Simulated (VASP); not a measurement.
# KTaO3 (Pm-3m) in VASP: single point with PBE

Aim: the single point of KTaO3 with PBE.

Program: VASP 6.6.1. These are calculated values, not measurements. Logs are shortened: lines on timing, memory, paths and dates and some standing lists are left out, and cuts for length are marked.

### 1 The crystal as given

It takes space group Pm-3m (No. 221, cubic). Conventional cell: a = 3.995 Å, b = 3.995 Å, c = 3.995 Å, α = 90.00°, β = 90.00°, γ = 90.00°. Around K (site symmetry m-3m) lie 12 O at 2.82 Å. Ta (site symmetry m-3m) has 6 O at 2.00 Å as nearest neighbours. O (site symmetry 4/mmm) is surrounded by 2 Ta at 2.00 Å.

The cell is a database's computed one.

### 2 Single point, PBE

Input file INCAR:

```
PREC = Accurate ; ENCUT = 520
EDIFF = 1E-7 ; ISMEAR = 0
SIGMA = 0.1 ; LREAL = F
LASPH = T ; NELM = 100
ALGO = Normal ; ISIF = 2
LWAVE = F ; LCHARG = F
GGA = PE ; NBANDS = 27
```

Input file KPOINTS:

```
Automatic mesh
0
Gamma
  4 4 4
```

Input file POSCAR:

```
KTaO3
1.0
    3.9948813700      0.0000000000      0.0000000000
    0.0000000000      3.9948813700      0.0000000000
    0.0000000000      0.0000000000      3.9948813700
K Ta O
1 1 3
Direct
    0.5000000000      0.5000000000      0.5000000000
    0.0000000000      0.0000000000      0.0000000000
    0.0000000000      0.5000000000      0.0000000000
    0.0000000000      0.0000000000      0.5000000000
    0.5000000000      0.0000000000      0.0000000000
```

Potentials or basis: VASP PAW PBE potentials, release 64 (K_sv, Ta_pv, O).

On the command line:

```sh
> cat potpaw_PBE.64/K_sv/POTCAR potpaw_PBE.64/Ta_pv/POTCAR potpaw_PBE.64/O/POTCAR > POTCAR
> mpirun -np 1 vasp_std > vasp.out
```

OUTCAR:

```text
PREC = Accurate
   ENCUT = 520
   EDIFF = 1E-7
   ISMEAR = 0
   LREAL = F
   LASPH = T
   NELM = 100
   ISIF = 2
   GGA = PE

 ion  position               nearest neighbor table
   1  0.500  0.500  0.500-   3 2.82   4 2.82   5 2.82   3 2.82   5 2.82   4 2.82   5 2.82   5 2.82
                             3 2.82   4 2.82   3 2.82   4 2.82   2 3.46   2 3.46   2 3.46   2 3.46
   2  0.000  0.000  0.000-   3 2.00   4 2.00   5 2.00   4 2.00   3 2.00   5 2.00   1 3.46   1 3.46
                             1 3.46   1 3.46   1 3.46   1 3.46   1 3.46   1 3.46
   3  0.000  0.500  0.000-   2 2.00   2 2.00   1 2.82   1 2.82   1 2.82   1 2.82
   4  0.000  0.000  0.500-   2 2.00   2 2.00   1 2.82   1 2.82   1 2.82   1 2.82
   5  0.500  0.000  0.000-   2 2.00   2 2.00   1 2.82   1 2.82   1 2.82   1 2.82

  LATTYP: Found a simple cubic cell.
 ALAT       =     3.9948813700

  Lattice vectors:

 A1 = (   3.9948813700,   0.0000000000,   0.0000000000)
 A2 = (   0.0000000000,   3.9948813700,   0.0000000000)
 A3 = (   0.0000000000,   0.0000000000,   3.9948813700)

Analysis of symmetry for initial positions (statically):
=====================================================================
 Subroutine PRICEL returns:
 Original cell was already a primitive cell.

 Routine SETGRP: Setting up the symmetry group for a
 simple cubic supercell.

 Subroutine GETGRP returns: Found 48 space group operations
 (whereof 48 operations were pure point group operations)
 out of a pool of 48 trial point group operations.

The static configuration has the point symmetry O_h .

Analysis of symmetry for dynamics (positions and initial velocities):
=====================================================================
 Subroutine PRICEL returns:
 Original cell was already a primitive cell.

 Routine SETGRP: Setting up the symmetry group for a
 simple cubic supercell.

 Subroutine GETGRP returns: Found 48 space group operations
 (whereof 48 operations were pure point group operations)
 out of a pool of 48 trial point group operations.

The dynamic configuration has the point symmetry O_h .

 Subroutine INISYM returns: Found 48 space group operations
 (whereof 48 operations are pure point group operations),
 and found     1 'primitive' translations

----------------------------------------------------------------------------------------

                                     Primitive cell

[... 82 lines left out ...]
   LREAL  =      F    real-space projection
   EDIFFG = 0.1E-05   stopping-criterion for IOM
   NSW    =      0    number of steps for IOM
   IBRION =     -1    ionic relax: 0-MD 1-quasi-New 2-CG
   NFREE  =      0    steps in history (QN), initial steepest desc. (CG)
   ISIF   =      2    stress and relaxation
   ISYM   =      2    0-nonsym 1-usesym 2-fastsym
   POTIM  = 0.5000    time-step for ionic-motion
   TEBEG  =    0.0;   TEEND  =   0.0 temperature during run
   PSTRESS=    0.0 pullay stress
   NELECT =      38.0000    total number of electrons
   NUPDOWN=      -1.0000    fix difference up-down
   EMIN   =  10.00;   EMAX   =-10.00  energy-range for DOS
   EFERMI =   0.00;   METHOD = LEGACY
   ISMEAR =     0;   SIGMA  =   0.10  broadening in eV -4-tet -1-fermi 0-gaus
   EFERMI_NEDOS =   21; number of points for ismear=-14 and -15
   IALGO  =     38    algorithm
   IMIX   =      4    mixing-type and parameters
     AMIX     =   0.40;   BMIX     =  1.00
     AMIX_MAG =   1.60;   BMIX_MAG =  1.00
  volume/ion in A,a.u.               =      12.75        86.05
  Fermi-wavevector in a.u.,A,eV,Ry     =   1.377734  2.603540 25.825924  1.898152
  Thomas-Fermi vector in A             =   2.502860
   LORBIT       =      0    0 simple, 1 ext, 2 COOP (PROOUT), +10 PAW based schemes
   GGA     = PE    functional components
   LHFCALC =     F    Hartree Fock is set to
   AEXX    =    0.0000 exact exchange contribution
   IVDW    =     0    specifies the selected vdW correction
   LEPSILON=     F    determine dielectric tensor
   LRPA    =     F    only Hartree local field effects (RPA)
 non-spin polarized calculation
 Gauss-broadening in eV      SIGMA  =   0.10
  energy-cutoff  :      520.00
  volume of cell :       63.75
 maximum number of plane-waves:      1747
 NGX is ok and might be reduce to    30
   NGX = 15   NGY = 15   NGZ = 15

 number of electron      37.9999976 magnetization

 Free energy of the ion-electron system (eV)
  ---------------------------------------------------
  ext. energy  EPLUGINS =         0.00000000
  ---------------------------------------------------
  free energy    TOTEN  =       -41.01583178 eV

  energy without entropy =      -41.01583178  energy(sigma->0) =      -41.01583178

 E-fermi :   2.3160     XC(G=0): -10.8482

 val. band max:        1.7749653545   @ k =   0.5000   0.5000   0.5000
 cond. band min:       3.9222127624   @ k =   0.0000   0.0000   0.0000
 fundamental gap:      2.1472474079
 Fermi energy:         2.3159808526

 k-point     1 :       0.0000    0.0000    0.0000
  band No.  band energies     occupation
      1     -32.3972      2.00000
      2     -32.3972      2.00000
      3     -32.3972      2.00000
      4     -25.5557      2.00000
      5     -15.7604      2.00000
      6     -15.0552      2.00000
[... 289 lines left out ...]
     26      12.6008      0.00000
     27      13.9435      0.00000

------------------------ aborting loop because EDIFF is reached ----------------------------------------

  FORCE on cell =-STRESS in cart. coord.  units (eV):
  Direction    XX          YY          ZZ          XY          YZ          ZX
  --------------------------------------------------------------------------------------
  -------------------------------------------------------------------------------------
  Total        2.0153592      2.0153592      2.0153592      0.0000000      0.0000000      0.0000000
  in kB       50.6467275     50.6467275     50.6467275      0.0000000      0.0000000      0.0000000
  external PRESSURE =      50.6467275 kB  Pullay stress =       0.0000000 kB

 VOLUME and BASIS-vectors are now :
 -----------------------------------------------------------------------------
  energy-cutoff  :      520.00
  volume of cell :       63.75
      direct lattice vectors                 reciprocal lattice vectors
     3.994881370  0.000000000  0.000000000     0.250320324  0.000000000  0.000000000
     0.000000000  3.994881370  0.000000000     0.000000000  0.250320324  0.000000000
     0.000000000  0.000000000  3.994881370     0.000000000  0.000000000  0.250320324

 POSITION                                       TOTAL-FORCE (eV/Angst)
 -----------------------------------------------------------------------------------
      1.99744      1.99744      1.99744         0.000000      0.000000      0.000000
      0.00000      0.00000      0.00000         0.000000      0.000000      0.000000
      0.00000      1.99744      0.00000         0.000000      0.000000      0.000000
      0.00000      0.00000      1.99744         0.000000      0.000000      0.000000
      1.99744      0.00000      0.00000         0.000000      0.000000      0.000000
 -----------------------------------------------------------------------------------
    total drift:                                0.000000     -0.000000      0.000000

  FREE ENERGIE OF THE ION-ELECTRON SYSTEM (eV)
  ---------------------------------------------------
  free  energy   TOTEN  =       -41.0158317755 eV

  energy  without entropy=      -41.0158317755  energy(sigma->0) =      -41.01583178
```

stdout:

```text
POSCAR found type information on POSCAR K TaO
 POSCAR found :  3 types and       5 ions
 scaLAPACK will be used
 LDA part: xc-table for (Slater+PW92), standard interpolation
 POSCAR, INCAR and KPOINTS ok, starting setup
 FFT: planning ... GRIDC
 FFT: planning ... GRID_SOFT
 FFT: planning ... GRID
 WAVECAR not read
 entering main loop
```

Wall time 14 s (1 thread of Intel Xeon Platinum 8375C at 2.90GHz (Ice Lake), shared host); peak memory 0.17 GiB.

What came out:

```
Free energy            : -41.0158 eV
Pressure               : 5.1 GPa
Band gap on the k mesh : 2.15 eV, indirect (least direct gap 2.77 eV)
```

Levels at points of the mesh, in eV from the valence-band top:
| k point | band 15 | band 16 | band 17 | band 18 | band 19 | band 20 | band 21 | band 22 | band 23 | band 24 |
| --- | --- | --- | --- | --- | --- | --- | --- | --- | --- | --- |
| (0.00, 0.00, 0.00) | -1.05 | -1.05 | -0.62 | -0.62 | -0.62 | 2.15 | 2.15 | 2.15 | 6.58 | 6.69 |
| (0.50, 0.00, 0.00) | -2.32 | -2.13 | -1.50 | -0.85 | -0.85 | 2.30 | 4.97 | 4.97 | 6.72 | 8.40 |
| (0.50, 0.50, 0.00) | -2.82 | -1.66 | -1.43 | -1.43 | -0.04 | 5.01 | 5.01 | 6.28 | 7.59 | 10.07 |
| (0.50, 0.50, 0.50) | -3.90 | -3.90 | 0.00 | 0.00 | 0.00 | 6.41 | 6.41 | 6.41 | 8.89 | 8.89 |

Caveat: spin-orbit coupling is left out, which moves the levels of the heavy elements.
